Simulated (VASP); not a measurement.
Write the native input for VASP 6.6.1 that does the following.

```yaml
Task: relaxation of cell and atoms
Functional: PBEsol
Potentials_or_basis: VASP PAW PBE potentials, release 64 (Ga_d, N)
Cutoff: 600 eV
k_mesh: 12 × 12 × 5
Occupations: gaussian, width 0.03 eV
Spin: no spin polarisation
Further_INCAR_settings: ALGO = Normal; EDIFF = 1e-07; IBRION = 2; EDIFFG = -0.005; NSW = 90; ISIF = 3
```

The structure of GaN lies in POSCAR:

```
GaN                                     
1.0
    3.1796023998      0.0000000000     -0.0000000000
   -1.5898011999      2.7536164481      0.0000000000
    0.0000000000      0.0000000000      5.1837581121
  Ga              N             
     2     2
Direct
     0.3333333300000021    0.6666666699999979    0.9992962098938182
     0.6666666699999979    0.3333333300000021    0.4992962098938183
     0.3333333300000021    0.6666666699999979    0.3757037901061817
     0.6666666699999979    0.3333333300000021    0.8757037901061818
```

One way to write it, as run:

INCAR

```
SYSTEM = GaN
ALGO     = Normal         ! electronic algorithm
EDIFF    = 1E-7           ! SCF threshold, eV
EDIFFG   = -0.005         ! ionic threshold
ENCUT    = 600            ! plane-wave cutoff, eV
GGA      = PS             ! functional
IBRION   = 2              ! ionic algorithm
ISIF     = 3              ! what is computed and relaxed
ISMEAR   = 0              ! smearing method
KPAR     = 4            
LASPH    = .TRUE.         ! aspherical terms in the spheres
LCHARG   = .FALSE.        ! write CHGCAR
LREAL    = .FALSE.        ! projectors in reciprocal space
LWAVE    = .FALSE.        ! write WAVECAR
NELM     = 80             ! most SCF steps
NSW      = 90             ! ionic steps
PREC     = Accurate       ! precision mode
SIGMA    = 0.03           ! smearing width, eV
```

KPOINTS

```
k-points
0
G
  12 12 5
  0 0 0
```

Potentials or basis: VASP PAW PBE potentials, release 64 (Ga_d, N).

Run with:

```sh
$ cat potpaw_PBE.64/Ga_d/POTCAR potpaw_PBE.64/N/POTCAR > POTCAR
$ mpirun -np 4 vasp_std > vasp.out
```

Results of the run:

* Relaxed volume: 11.35 Å³/atom
* Relaxed cell: a = 3.180 Å, b = 3.180 Å, c = 5.183 Å, α = 90.00°, β = 90.00°, γ = 120.00°
* Space group after relaxing (to 0.05 Å): P6_3mc (No. 186)
* Energy gained by relaxing: 0.0 meV/atom
* Ionic steps: 2
* Pressure after relaxing: 0.0 GPa
* Band gap on the k mesh: 1.91 eV, direct

Caveat: the PAW data sets were made with another functional, which shifts forces and pressure a little.

It took 32 s on 4 MPI ranks on Intel(R) Xeon(R) Platinum 8488C (Sapphire Rapids), on a shared host, peak memory 0.21 GiB a rank.
